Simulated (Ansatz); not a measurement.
Born–Oppenheimer molecular dynamics of a periodic cell of 32 atoms, C (surface graphene monolayer). It goes on from the last frame of an earlier run, with new velocities.

Method: DFT PBEsol, scalar-relativistic, plane waves, PAW in Ansatz 0.2.0. Settings: PAW set soft_1, cutoff 420 eV, k mesh 1x1x1, fermi-dirac smearing 0.02 eV, no spin polarisation.

```
ensemble                      : NVE (velocity Verlet)
time step                     : 1 fs
steps asked                   : 260
starting velocities drawn for : 1050 K
seed                          : 718003
```

First frame:

```xyz
32
Lattice="9.8640 0.0000 0.0000 -4.9320 8.5425 0.0000 0.0000 0.0000 11.0000" Properties=species:S:1:pos:R:3
C -0.149 -0.073 1.064
C 1.099 0.605 1.048
C -1.341 2.066 1.179
C -0.167 2.797 1.079
C -2.584 4.182 1.165
C -1.415 4.915 1.077
C -3.800 6.361 0.963
C -2.612 7.027 0.961
C 2.345 -0.071 0.969
C 3.624 0.618 0.969
C 1.081 2.098 0.952
C 2.323 2.760 0.865
C -0.179 4.209 1.062
C 1.095 4.914 1.105
C -1.433 6.337 1.014
C -0.225 7.075 0.981
C 4.806 -0.054 0.993
C 6.089 0.615 1.227
C 3.515 2.050 1.045
C 4.784 2.776 1.192
C 2.355 4.245 0.972
C 3.628 4.912 1.035
C 1.059 6.332 1.078
C 2.319 7.029 1.092
C 7.313 -0.077 1.272
C 8.511 0.655 1.184
C 5.992 2.017 1.277
C 7.285 2.741 1.276
C 4.829 4.206 0.977
C 6.030 4.899 0.981
C 3.583 6.356 1.071
C 4.789 7.048 0.990
```

Q: What does the run give?

A: The run went to its last step.

```
steps done                                               : 260
time covered                                             : 260 fs
mean temperature over the second half                    : 737 K
spread of the potential energy over the second half      : 9.8 meV per atom
mean potential energy of the second half above the start : 39.5 meV per atom
```

The conserved energy stayed within 0.55 meV per atom of its start (net change 0.21 meV per atom), so the integration is sound. A run of 0.26 ps of so small a system gives no equilibrium averages. Limits of this set-up: coarse k mesh, slab without dipole correction, PAW files made for another functional.

Q: What happens to the structure?

A: Mean squared displacements from the first frame to the last, about the centre of mass: C 0.04 Å². The details hang on the random start.

Q: How do temperature and energy run in time?

A: 
| time (fs) | T (K) | potential energy less start (eV) | conserved less start (meV/atom) |
| --- | --- | --- | --- |
| 0.0 | 1050 | 0.000 | 0.00 |
| 8.0 | 620 | 1.737 | 0.42 |
| 16.0 | 766 | 1.150 | 0.36 |
| 24.0 | 735 | 1.273 | 0.37 |
| 32.0 | 704 | 1.396 | 0.34 |
| 40.0 | 733 | 1.280 | 0.37 |
| 48.0 | 773 | 1.120 | 0.25 |
| 56.0 | 609 | 1.784 | 0.48 |
| 64.0 | 783 | 1.075 | 0.17 |
| 72.0 | 735 | 1.270 | 0.26 |
| 80.0 | 874 | 0.712 | 0.19 |
| 88.0 | 631 | 1.689 | 0.39 |
| 96.0 | 818 | 0.936 | 0.21 |
| 104.0 | 780 | 1.095 | 0.37 |
| 112.0 | 814 | 0.952 | 0.27 |
| 120.0 | 658 | 1.586 | 0.47 |
| 128.0 | 665 | 1.556 | 0.46 |
| 136.0 | 774 | 1.113 | 0.26 |
| 144.0 | 794 | 1.030 | 0.17 |
| 152.0 | 656 | 1.589 | 0.38 |
| 160.0 | 765 | 1.151 | 0.22 |
| 168.0 | 721 | 1.326 | 0.17 |
| 176.0 | 704 | 1.396 | 0.33 |
| 184.0 | 897 | 0.623 | 0.25 |
| 192.0 | 746 | 1.230 | 0.36 |
| 200.0 | 667 | 1.547 | 0.39 |
| 208.0 | 752 | 1.207 | 0.33 |
| 216.0 | 875 | 0.709 | 0.23 |
| 224.0 | 654 | 1.601 | 0.52 |
| 232.0 | 693 | 1.444 | 0.42 |
| 240.0 | 747 | 1.221 | 0.27 |
| 248.0 | 719 | 1.332 | 0.19 |
| 256.0 | 648 | 1.626 | 0.46 |

Time of the run: 23 min on 1 thread of Arm Neoverse V1, with other jobs on the host, peak memory 0.71 GiB.
